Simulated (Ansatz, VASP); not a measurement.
# Nb (Nb wire along [100], 9 atoms a period): VASP beside Ansatz, part 2 of 2

Wanted: the spread between two codes on one cell, functional and k mesh. Of the first pair: The structure shown is the start of the Ansatz relaxation below; VASP solves that cell, so the two are compared at the walk's first step.

VASP 6.6.1 and Ansatz 0.2.0.

So far. Step 4 (Differences): The forces differ by 5.0 meV/Å r.m.s., which is 0.7 % of the r.m.s. force of 0.731 eV/Å (both taken over all components).

## (5) Ansatz: relaxation, PBE

Level of this step: Ansatz beside VASP: Kohn-Sham DFT, plane waves, PBE (Ansatz).

This run makes the geometry at which the two programs are then compared. The cell compared in this pair holds 560.89 Å³, against 596.12 Å³ for the pair before.

The structure compared here is the end of the Ansatz relaxation.

Contents of input.yaml:

```yaml
crystal:
  lattice:
    - [13.42, 0.0, 0.0]
    - [0.0, 13.42, 0.0]
    - [0.0, 0.0, 3.31]
  atoms:
    - { symbol: Nb, position: [0.253353204, 0.5, 0.0] }
    - { symbol: Nb, position: [0.5, 0.253353204, 0.0] }
    - { symbol: Nb, position: [0.5, 0.5, 0.0] }
    - { symbol: Nb, position: [0.5, 0.746646796, 0.0] }
    - { symbol: Nb, position: [0.746646796, 0.5, 0.0] }
    - { symbol: Nb, position: [0.376676602, 0.376676602, 0.5] }
    - { symbol: Nb, position: [0.376676602, 0.623323398, 0.5] }
    - { symbol: Nb, position: [0.623323398, 0.376676602, 0.5] }
    - { symbol: Nb, position: [0.623323398, 0.623323398, 0.5] }
kpoints:
  mp_grid: { grid: [1, 1, 25] }
scf:
  occupations: { method: fermi_dirac, width: 0.05 }
hamiltonian:
  xc: pbe
  pseudopotentials: { kind: paw, azcp: { folder: soft_1 } }
relax:
  cell: { fix: [a, b, alpha, beta, gamma] }
  max_steps: 45
  f_tol: 0.03
```

On the command line:

```sh
> ansatz run input.yaml --threads 4 --pin off --max-ram 16384MiB --backend cpu --events-out ev --progress --plain --runs-dir out
```

Numbers of over 12 decimals in the logs are rounded to 6 here.

The log of the run:

```text
[...]
Crystal: 9 atoms, lattice volume = 596.119 Å³
Basis set: ecut = 420 eV, 11687 PW (Γ), exchange–correlation on 180×180×48 points (8 copies of the dense FFT grid, shifted against one another)
Bands: 71, of which v1, the nominal top of the filled ones, is band 59 counted from 1 (58 counted from 0)
Symmetry: 16 space group operations
[...]
k-points: 13 of 25
[...]
- { symbol: Nb, position: [0.267840, 0.5, 0.0] }
    - { symbol: Nb, position: [0.5, 0.267840, 0.0] }
    - { symbol: Nb, position: [0.5, 0.5, 0.0] }
    - { symbol: Nb, position: [0.5, 0.732160, 0.0] }
    - { symbol: Nb, position: [0.732160, 0.5, 0.0] }
    - { symbol: Nb, position: [0.376691, 0.376691, 0.500000] }
    - { symbol: Nb, position: [0.376691, 0.623309, 0.500000] }
    - { symbol: Nb, position: [0.623309, 0.376691, 0.500000] }
    - { symbol: Nb, position: [0.623309, 0.623309, 0.500000] }
[key lines of the parts left out:]
SCF converged after 6 iterations
Free energy (F): -40959.339195 eV
Fermi energy:    2.606978 eV
P = ⅓ Tr σ = 0.0241 GPa (0.241 kbar)
```

## (6) VASP: single point, PBE, relaxed cell, pair 2

The same cell, functional, mesh and smearing now go to VASP, with its own data sets.

Contents of INCAR:

```
SYSTEM = Nb
PREC = Accurate
ENCUT = 500
EDIFF = 1E-06
NELM = 120
ISMEAR = -1
SIGMA = 0.05
LREAL = .FALSE.
ALGO = Normal
GGA = PE
NBANDS = 72
LASPH = .TRUE.
LORBIT = 11
LWAVE = .FALSE.
LCHARG = .FALSE.
ISIF = 2
GGA_COMPAT = .FALSE.
KPAR = 2
```

Contents of POSCAR:

```
Nb
1.0
   13.4200000000      0.0000000000      0.0000000000
    0.0000000000     13.4200000000      0.0000000000
    0.0000000000      0.0000000000      3.1144135943
Nb
9
Direct
    0.2678401199      0.5000000000      0.0000000000
    0.5000000000      0.2678401199      0.0000000000
    0.5000000000      0.5000000000      0.0000000000
    0.5000000000      0.7321598801      0.0000000000
    0.7321598801      0.5000000000      0.0000000000
    0.3766908722      0.3766908722      0.5000000000
    0.3766908722      0.6233091278      0.5000000000
    0.6233091278      0.3766908722      0.5000000000
    0.6233091278      0.6233091278      0.5000000000
```

Contents of KPOINTS:

```
Automatic mesh
0
Gamma
1 1 25
0 0 0
```

PAW data sets: Nb_sv (PBE family, release 64).

On the command line:

```sh
> mpirun -np 2 vasp_std
```

The log of the run:

```text
[... set-up lines as in an earlier step ...]
 entering main loop
       N       E                     dE             d eps       ncg     rms          rms(c)
DAV:   1     0.124634922615E+04    0.12463E+04   -0.62799E+04  2400   0.139E+03
DAV:   2     0.498549305713E+02   -0.11965E+04   -0.11575E+04  2432   0.548E+02
DAV:   3    -0.737193364864E+02   -0.12357E+03   -0.11991E+03  2912   0.114E+02
DAV:   4    -0.904429138669E+02   -0.16724E+02   -0.16441E+02  3432   0.392E+01
[...]
DAV:  20    -0.804582349160E+02   -0.32398E-04   -0.39000E-06  1728   0.706E-03    0.299E-03
DAV:  21    -0.804582456402E+02   -0.10724E-04   -0.16455E-06  1528   0.667E-03    0.156E-03
DAV:  22    -0.804582463422E+02   -0.70201E-06   -0.43650E-07  1392   0.315E-03
   1 F= -.80458246E+02 E0= -.80401134E+02  d E =-.114225E+00
```

Parts of OUTCAR (step 6):

```text
  Total       -0.2143223     -0.2143223     -0.3505137      0.0000000      0.0000000      0.0000000
  in kB       -0.6122048     -0.6122048     -1.0012309      0.0000000      0.0000000      0.0000000
  external PRESSURE =      -0.7418801 kB  Pullay stress =       0.0000000 kB

 POSITION                                       TOTAL-FORCE (eV/Angst)
 -----------------------------------------------------------------------------------
      3.59441      6.71000      0.00000         0.004283     -0.000000     -0.000000
      6.71000      3.59441      0.00000        -0.000000      0.004283      0.000000
      6.71000      6.71000      0.00000        -0.000000     -0.000000      0.000000
      6.71000      9.82559      0.00000        -0.000000     -0.004283      0.000000
      9.82559      6.71000      0.00000        -0.004283     -0.000000      0.000000
      5.05519      5.05519      1.55721         0.010474      0.010474     -0.000000
      5.05519      8.36481      1.55721         0.010474     -0.010474      0.000000
      8.36481      5.05519      1.55721        -0.010474      0.010474     -0.000000
      8.36481      8.36481      1.55721        -0.010474     -0.010474      0.000000
 -----------------------------------------------------------------------------------
    total drift:                                0.000000      0.000000      0.000000

  FREE ENERGIE OF THE ION-ELECTRON SYSTEM (eV)
  ---------------------------------------------------
  free  energy   TOTEN  =       -80.4582463422 eV

  energy  without entropy=      -80.3440217913  energy(sigma->0) =      -80.40113407

[... 1 part as in an earlier step ...]

[... 2 further parts left out ...]
[key lines of the parts left out:]
E-fermi :   0.6904
```

## (7) Side by side

What differs besides the data sets and the points named for the pairs above, as far as they apply: the cutoff is 420 eV in Ansatz and 500 eV in VASP; Ansatz's pressure holds a Pulay correction, VASP's none. Total energies have different zeros and are not compared.

Both answers:

| quantity | Ansatz | VASP | difference |
| --- | --- | --- | --- |
| pressure (GPa) | 0.02 | -0.07 | +0.10 |

At this near-relaxed geometry the largest component of a force difference is 11 meV/Å.

## (8) Outcome

```json
{
 "r.m.s. force difference (single point, PBE, start cell, pair 1)": "0.68 % of the r.m.s. force",
 "difference in pressure (single point, PBE, relaxed cell, pair 2)": "0.098 GPa",
 "r.m.s. force difference (single point, PBE, relaxed cell, pair 2)": "7.4 meV/Å"
}
```

What this shows: The r.m.s. force difference is 7.4 meV/Å (single point, PBE, relaxed cell, pair 2), within the 12 meV/Å picked in this series as the mark of a large difference. How closely two codes agree says nothing of how well the functional describes the real material.

[Lines on the potential files, build, host, timing and source positions are cut from VASP's logs without a mark.]

[Logs are printed without paths, hosts, clocks, repeated set-up lines and the standing remarks that a program may print on its own settings, such as how far it seeks lower states.]

[Hosts, paths, dates, database ids (printed as entryN), source tags and the programs' standing remarks are cut or masked in the printed files.]
